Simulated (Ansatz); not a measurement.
Runs of Ansatz 0.2.0 on Sb. It takes space group I4/mmm (No. 139, tetragonal). The conventional cell has a = 3.153 Å, b = 3.153 Å, c = 5.424 Å, α = 90.00°, β = 90.00°, γ = 90.00°. Sb (site symmetry 4/mmm) has 12 Sb at 3.15 to 3.51 Å as nearest neighbours. This isn't the form of Sb at room conditions, which is rhombohedral.

```csv
task,level,cell,k mesh,atoms under strain,gap on the mesh (eV),pressure (GPa),relaxed volume (Å³/atom)
relaxation of cell and atoms,BLYP+D4,relaxed,12 × 12 × 12,-,none,0.0,27.88
relaxation of cell and atoms,BLYP+D3(BJ),relaxed,12 × 12 × 12,-,none,0.0,(a)
elastic constants,LDA,as given,9 × 9 × 9,relaxed,none,-2.3,-
phonons,LDA,as given,9 × 9 × 9,-,none,-,-
```

Alike in all rows: potentials or basis Ansatz PAW; no spin polarisation; cutoff (eV) 420; smearing fermi-dirac 0.05 eV.

**Question.** Fill in the values left out.

**Answer.** (a) 27.35.

Caveats: the PAW data sets come from PBE, with cores solved anew for the run's functional, which leaves a small shift of forces and pressure; the plane-wave basis is chosen anew once the cell has moved, so the energies of steps on either side of that aren't comparable (some runs); pairwise dispersion overbinds metals, which lowers pressure and volume (some runs); the elastic tensor has a negative eigenvalue, so either the cell is unstable as it stands or the mesh is too thin (some runs).

A k mesh can miss the band edges, and the runs leave out spin-orbit coupling on Sb.

A gap of «none» marks a metal or a gap under the smearing width.

Runs at the PBE level aren't shown here.
